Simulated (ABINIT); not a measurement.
# ZrS2 in ABINIT: the effect of Hubbard term

ZrS2:

```
CELL_PARAMETERS angstrom
3.69138 0.00000 0.00000
-1.84569 3.19683 0.00000
0.00000 0.00000 6.04108
ATOMIC_POSITIONS crystal
Zr 0.00000 0.00000 0.00000
S 0.33333 0.66667 0.23791
S 0.66667 0.33333 0.76209
```

The cell is a database's computed one.

Alike in all runs:

| Item | Value |
| --- | --- |
| Program | ABINIT 10.8.3 (patched build) |
| Task | projected density of states |
| Functional | PBEsol |
| Potentials or basis | JTH PAW PBE v2.0 |
| Cutoff | 544 eV |
| k mesh | 8 × 8 × 5 |
| Occupations | fermi-dirac, width 0.05 eV |
| Spin | no spin polarisation |
| Double counting (usepawu) | 1 |
| k mesh for the DOS | 11 × 11 × 7 |
| Fine-grid cutoff | 1088.46 eV |

```tsv
Hubbard term	gap on the mesh (eV)	pressure (GPa)	largest force (eV/Å)
Zr d U = 0 eV	0.98	-2.6	0.16
Zr d U = 2 eV	?	?	?
Zr d U = 4 eV	1.29	-0.3	0.08
Zr d U = 6 eV	1.44	0.9	0.20
Zr d U = 8 eV	1.60	2.1	0.33
```

Q: What does the run with Hubbard term Zr d U = 2 eV give?

A: gap on the mesh 1.13 eV; pressure -1.4 GPa; largest force 0.04 eV/Å.

Worked out: A straight line through the other rows of the gap on the mesh, of slope 0.0773 eV per eV, gives 1.13 eV, against the run's 1.13. A straight line through the other rows of the pressure, of slope 0.587 GPa per eV, gives -1.4 GPa, against the run's -1.4. A parabola through the other rows of the largest force, of slope -0.0154 eV/Å per eV there, gives 0.09 eV/Å, against the run's 0.04.

Caveats: the PAW data sets were made with another functional, which shifts forces and pressure a little; an odd mesh through Γ misses points on the zone boundary, where band edges often lie; this functional lacks dispersion, which binds the layers, so the pressure and a relaxed spacing across them are unreliable.

Runs at the PBE level aren't shown here.
